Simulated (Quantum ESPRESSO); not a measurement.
# Co under changes of volume

One of the cells (10.842 Å³/atom); the others are scaled copies at fixed shape and fractional positions:

```
Co
1.0
     0.00000    1.75666    1.75666
     1.75666    0.00000    1.75666
     1.75666    1.75666    0.00000
Co
1
Direct
  0.00000 0.00000 0.00000
```

This isn't the form of Co at room conditions, which is hcp.

| Property | Result |
| --- | --- |
| Program | Quantum ESPRESSO 7.5 |
| Functional | PBE |
| Potentials or basis | SSSP 1.3 efficiency PBE |
| Cutoff | 748 eV |
| Density cutoff | 5987 eV |
| k mesh | 13 × 13 × 13 |
| Occupations | fermi-dirac, width 0.05 eV |
| Spin | collinear spin, ferromagnetic start |
| Starting moments | [2.0] μB |

| volume (Å³/atom) | energy over the lowest point (meV/atom) | pressure (GPa) | moment (μB per cell) |
| --- | --- | --- | --- |
| 10.191 | ? | ? | ? |
| 10.408 | 15.23 | 10.8 | 1.64 |
| 10.625 | 4.14 | 5.5 | 1.64 |
| 10.842 | 0.00 | 0.7 | 1.65 |
| 11.058 | 1.99 | -3.6 | 1.65 |
| 11.275 | 9.46 | -7.2 | 1.66 |
| 11.492 | 21.52 | -10.3 | 1.69 |

Task: What does the run at 10.191 Å³/atom give?

Result: Energy over the lowest point 34.03 meV/atom; pressure 16.8 GPa; moment 1.63 μB per cell.

Worked out: A Birch-Murnaghan fit of order 3 (a polynomial in V^(-2/3)) to the other rows has its minimum at 10.87 Å³/atom with B0 = V·E''(V) = 223 GPa and B' = 5.6. It gives 34.36 meV/atom at 10.191 Å³/atom, against the run's 34.03, and -dE/dV = 17.3 GPa, against 16.8. A parabola through the other rows of the moment, of slope -0.0456 μB per Å³/atom there, extrapolates to 1.65 μB, against the run's 1.63.

Energies are extrapolated to zero smearing.
